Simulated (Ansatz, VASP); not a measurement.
MgS (Niningerite) in VASP and in Ansatz

POSCAR

```
MgS
1.0
    0.0000000000      2.7365365106      2.7365365106
    2.7365365106      0.0000000000      2.7365365106
    2.7365365106      2.7365365106      0.0000000000
Mg S
1 1
Direct
    0.0000000000      0.0000000000      0.0000000000
    0.5000000000      0.5000000000      0.5000000000
```

Contents of INCAR.step1:

```
SYSTEM = MgS
PREC = Accurate
ENCUT = 520
ISMEAR = 0
SIGMA = 0.01
LREAL = .False.
LASPH = .True.
NELM = 60
NBANDS = 11
GGA = PE
ALGO = Normal
EDIFF = 1E-4
LWAVE = .True.
LCHARG = .False.
```

File INCAR.step2:

```
SYSTEM = MgS
PREC = Accurate
ENCUT = 520
EDIFF = 1E-7
ISMEAR = 0
SIGMA = 0.01
LREAL = .False.
LASPH = .True.
NELM = 60
ALGO = Normal
ISIF = 2
LWAVE = .False.
LCHARG = .False.
METAGGA = R2SCAN
LMIXTAU = .True.
NBANDS = 11
ISTART = 1
```

The input KPOINTS:

```
regular mesh
0
Gamma
  8 8 8
  0 0 0
```

Input for Ansatz:

```yaml
crystal:
  lattice:
    - [0.0, 2.7365365106, 2.7365365106]
    - [2.7365365106, 0.0, 2.7365365106]
    - [2.7365365106, 2.7365365106, 0.0]
  atoms:
    - { symbol: Mg, position: [0.0, 0.0, 0.0] }
    - { symbol: S, position: [0.5, 0.5, 0.5] }
kpoints:
  mp_grid: { grid: [8, 8, 8] }
  band_path:
    path:
      - [0.0, 0.0, 0.0]
      - [0.5, 0.0, 0.5]
      - [0.625, 0.25, 0.625]
      - [0.375, 0.375, 0.75]
      - [0.5, 0.5, 0.5]
      - [0.5, 0.25, 0.75]
      - [0.0, 0.5, 0.5]
    npoints: 1
hamiltonian:
  xc: r2scan
scf:
  occupations: { method: fixed }
  n_extra_bands: 4
output:
  forces: true
  stress: true
  eigenvalues: true
  write_density: true
  write_potential: true
  elf: true
  volumetric_format: npy
```

Change from the starting cell: hydrostatic strain +5.2%.

Alike in both runs: task single point; functional r2SCAN; k mesh 8 × 8 × 8; no spin polarisation.

|  | VASP | Ansatz |
| --- | --- | --- |
| version | VASP 6.6.1 | Ansatz 0.2.0 |
| potentials or method | VASP PAW PBE potentials, release 64 (Mg, S) | plane waves, PAW |
| plane-wave cutoff (eV) | 520 | 500 |
| occupations | gaussian, width 0.01 eV | fixed |
| valence electrons in the cell | 8 | 16 |

|  | VASP | Ansatz | Ansatz less VASP |
| --- | --- | --- | --- |
| gap on the k mesh at the Fermi level (eV) | 3.09 | 3.12 | +0.036 |
| pressure (GPa) | -9.3 | -8.9 | +0.35 |

The two sets of potentials don't hold the same shells in valence.

Caveats: the PAW data sets were made with another functional, which shifts forces and pressure a little (VASP). A k mesh can miss the band edges.
